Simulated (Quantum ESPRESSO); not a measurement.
# Tl (P-1) in Quantum ESPRESSO: reference runs

Reference runs on Tl: the cell as given.

Everything below comes from runs of Quantum ESPRESSO 7.5. Logs are shortened: lines on timing, memory, paths and dates and some standing lists are left out, and cuts for length are marked.

### Step 1. The structure

The typed cell holds 2 atoms: a = 3.488 Å, b = 3.488 Å, c = 6.041 Å, α = 73.22°, β = 73.22°, γ = 60.00°.

### Step 2. Single point, PBE

File pw.in:

```
&CONTROL
  calculation = 'scf'
  prefix = 'pwscf'
  outdir = './tmp'
  pseudo_dir = './pseudo'
  tprnfor = .true.
  tstress = .true.
  disk_io = 'nowf'
/
&SYSTEM
  ibrav = 0
  nat = 2
  ntyp = 1
  ecutwfc = 55
  ecutrho = 440
  nbnd = 20
  occupations = 'smearing'
  smearing = 'fd'
  degauss = 0.00367493
/
&ELECTRONS
  conv_thr = 4d-10
  electron_maxstep = 120
  mixing_beta = 0.5
/
ATOMIC_SPECIES
Tl   204.3800 Tl_pbe_v1.2.uspp.F.UPF
CELL_PARAMETERS angstrom
   0.0000000000   -2.4663412300   -2.4663412300
  -2.4663412300    0.0000000000   -2.4663412300
   2.4663412300    2.4663412300   -4.9326824700
ATOMIC_POSITIONS crystal
Tl     0.5929118700    0.3866616100    0.4915268400
Tl     0.9070881300    0.1133383900    0.0084731600
K_POINTS automatic
9 9 5 0 0 0
```

Potentials or basis: SSSP 1.3 efficiency PBE.

The run is started by

```bash
$ OMP_NUM_THREADS=1 pw.x -in pw.in > pw.out
```

pw.out:

```text
This program is part of the open-source Quantum ESPRESSO suite
     for quantum simulation of materials; please cite
         "P. Giannozzi et al., J. Phys.:Condens. Matter 21 395502 (2009);
         "P. Giannozzi et al., J. Phys.:Condens. Matter 29 465901 (2017);
         "P. Giannozzi et al., J. Chem. Phys. 152 154105 (2020);
     in publications or presentations arising from this work. More details at

     Message from routine setup:
     using ibrav=0 with symmetry is DISCOURAGED, use correct ibrav instead

     G-vector sticks info
     --------------------
     sticks:   dense  smooth     PW     G-vecs:    dense   smooth      PW
     Sum        1309     661    199                62909    22371    3863

     Using Slab Decomposition

     bravais-lattice index     =            0
     lattice parameter (alat)  =       6.5912  a.u.
     unit-cell volume          =     404.9637 (a.u.)^3
     number of atoms/cell      =            2
     number of atomic types    =            1
     number of electrons       =        26.00
     number of Kohn-Sham states=           20
     kinetic-energy cutoff     =      55.0000  Ry
     charge density cutoff     =     440.0000  Ry
     scf convergence threshold =      4.0E-10
     mixing beta               =       0.5000
     number of iterations used =            8  plain     mixing
     Exchange-correlation= SLA  PW   PBE  PBE
                           (   1   4   3   4   0   0   0)

     celldm(1)=   6.591239  celldm(2)=   0.000000  celldm(3)=   0.000000
     celldm(4)=   0.000000  celldm(5)=   0.000000  celldm(6)=   0.000000

     crystal axes: (cart. coord. in units of alat)
               a(1) = (   0.000000  -0.707107  -0.707107 )
               a(2) = (  -0.707107   0.000000  -0.707107 )
               a(3) = (   0.707107   0.707107  -1.414214 )

     reciprocal axes: (cart. coord. in units 2 pi/alat)
               b(1) = (  0.353553 -1.060660 -0.353553 )
               b(2) = ( -1.060660  0.353553 -0.353553 )
               b(3) = (  0.353553  0.353553 -0.353553 )

     PseudoPot. # 1 for Tl read from file:
     Tl_pbe_v1.2.uspp.F.UPF
     Pseudo is Ultrasoft + core correction, Zval = 13.0
     Generated by new atomic code, or converted to UPF format
     Using radial grid of  899 points,  6 beta functions with:
                l(1) =   0
                l(2) =   0
                l(3) =   1
                l(4) =   1
                l(5) =   2
                l(6) =   2
     Q(r) pseudized with  6 coefficients,  rinner =    1.100   1.100   1.100
                                                       1.100   1.100

     atomic species   valence    mass     pseudopotential
     Tl               13.00   204.38000     Tl( 1.00)

      2 Sym. Ops., with inversion, found ( 1 have fractional translation)

   Cartesian axes

     site n.     atom                  positions (alat units)
         1        Tl     tau(   1) = (   0.0741509  -0.0716900  -1.3877870  )
         2        Tl     tau(   2) = (  -0.0741509  -0.6354167  -0.7335334  )

     number of k points=   543  Fermi-Dirac smearing, width (Ry)=  0.0037

     Number of k-points >= 100: set verbosity='high' to print them.

     Dense  grid:    62909 G-vectors     FFT dimensions: (  48,  48,  80)

     Smooth grid:    22371 G-vectors     FFT dimensions: (  32,  32,  54)

     Check: negative core charge=   -0.000001

     Initial potential from superposition of free atoms

     starting charge      25.9903, renormalised to      26.0000

     negative rho (up, down):  1.005E-01 0.000E+00
     Starting wfcs are   18 randomized atomic wfcs +    2 random wfcs

     Self-consistent Calculation

     iteration #  1     ecut=    55.00 Ry     beta= 0.50
     Davidson diagonalization with overlap
     ethr =  1.00E-02,  avg # of iterations =  6.9

     Threshold (ethr) on eigenvalues was too large:
     Diagonalizing with lowered threshold

     Davidson diagonalization with overlap
     c_bands:  1 eigenvalues not converged
     c_bands:  1 eigenvalues not converged
     ethr =  3.49E-05,  avg # of iterations =  9.4

     negative rho (up, down):  1.012E-01 0.000E+00

     total energy              =    -289.92361702 Ry
     estimated scf accuracy    <       0.01045438 Ry

     iteration #  2     ecut=    55.00 Ry     beta= 0.50
     Davidson diagonalization with overlap
     ethr =  4.02E-05,  avg # of iterations =  2.0

     negative rho (up, down):  1.020E-01 0.000E+00

     total energy              =    -289.92552767 Ry
     estimated scf accuracy    <       0.00045540 Ry

     iteration #  3     ecut=    55.00 Ry     beta= 0.50
     Davidson diagonalization with overlap
     c_bands:  1 eigenvalues not converged
     c_bands:  1 eigenvalues not converged
     c_bands:  1 eigenvalues not converged
     ethr =  1.75E-06,  avg # of iterations =  4.6

     negative rho (up, down):  1.026E-01 0.000E+00

     total energy              =    -289.92565137 Ry
     estimated scf accuracy    <       0.00011013 Ry

     iteration #  4     ecut=    55.00 Ry     beta= 0.50
     Davidson diagonalization with overlap
     ethr =  4.24E-07,  avg # of iterations =  2.0

     negative rho (up, down):  1.028E-01 0.000E+00

     total energy              =    -289.92566913 Ry
     estimated scf accuracy    <       0.00001504 Ry

     iteration #  5     ecut=    55.00 Ry     beta= 0.50
     Davidson diagonalization with overlap
     ethr =  5.78E-08,  avg # of iterations =  2.1

     negative rho (up, down):  1.028E-01 0.000E+00

     total energy              =    -289.92567116 Ry
     estimated scf accuracy    <       0.00000258 Ry

     iteration #  6     ecut=    55.00 Ry     beta= 0.50
     Davidson diagonalization with overlap
     ethr =  9.91E-09,  avg # of iterations =  3.0

     negative rho (up, down):  1.028E-01 0.000E+00

     total energy              =    -289.92567273 Ry
     estimated scf accuracy    <       0.00000058 Ry

     iteration #  7     ecut=    55.00 Ry     beta= 0.50
     Davidson diagonalization with overlap
     ethr =  2.23E-09,  avg # of iterations =  2.4

     negative rho (up, down):  1.028E-01 0.000E+00

     total energy              =    -289.92567301 Ry
     estimated scf accuracy    <       0.00000003 Ry

     iteration #  8     ecut=    55.00 Ry     beta= 0.50
     Davidson diagonalization with overlap
     ethr =  1.19E-10,  avg # of iterations =  3.7

     negative rho (up, down):  1.028E-01 0.000E+00

     total energy              =    -289.92567304 Ry
     estimated scf accuracy    <          1.8E-09 Ry

     iteration #  9     ecut=    55.00 Ry     beta= 0.50
     Davidson diagonalization with overlap
     ethr =  6.84E-12,  avg # of iterations =  5.0

     negative rho (up, down):  1.028E-01 0.000E+00

     End of self-consistent calculation

     Number of k-points >= 100: set verbosity='high' to print the bands.

     the Fermi energy is    10.0535 ev

!    total energy              =    -289.92567305 Ry
     estimated scf accuracy    <          1.8E-11 Ry
     smearing contrib. (-TS)   =      -0.00072788 Ry
     internal energy E=F+TS    =    -289.92494517 Ry

     The total energy is F=E-TS. E is the sum of the following terms:
     one-electron contribution =     -43.92790487 Ry
     hartree contribution      =      43.85250477 Ry
     xc contribution           =    -124.19190649 Ry
     ewald contribution        =    -165.65763858 Ry

     convergence has been achieved in   9 iterations

     negative rho (up, down):  1.028E-01 0.000E+00

     Forces acting on atoms (cartesian axes, Ry/au):

     atom    1 type  1   force =     0.00303428    0.01164324   -0.01045786
     atom    2 type  1   force =    -0.00303428   -0.01164324    0.01045786

     Total force =     0.022545     Total SCF correction =     0.000014

     Computing stress (Cartesian axis) and pressure

     negative rho (up, down):  1.028E-01 0.000E+00
          total   stress  (Ry/bohr**3)                   (kbar)     P=       15.56
   0.00004063   0.00001184  -0.00001111            5.98        1.74       -1.63
   0.00001184   0.00011372  -0.00007222            1.74       16.73      -10.62
  -0.00001111  -0.00007222   0.00016298           -1.63      -10.62       23.98

=------------------------------------------------------------------------------=
   JOB DONE.
=------------------------------------------------------------------------------=
```

Run time: 5 min. Hardware: 1 thread of Intel Xeon Platinum 8488C (Sapphire Rapids), shared host; peak memory 0.71 GiB.

What came out:

```yaml
Free_energy: -3944.6397 eV
Pressure: 1.6 GPa
Largest_force: 0.410 eV/Å
Band_gap_on_the_k_mesh: none (metal or under the smearing width)
```

Forces on the atoms (eV/Å):
```
Tl   0.078  0.299 -0.269
Tl  -0.078 -0.299  0.269
```

Spin-orbit coupling is left out, which matters for the levels of Tl.
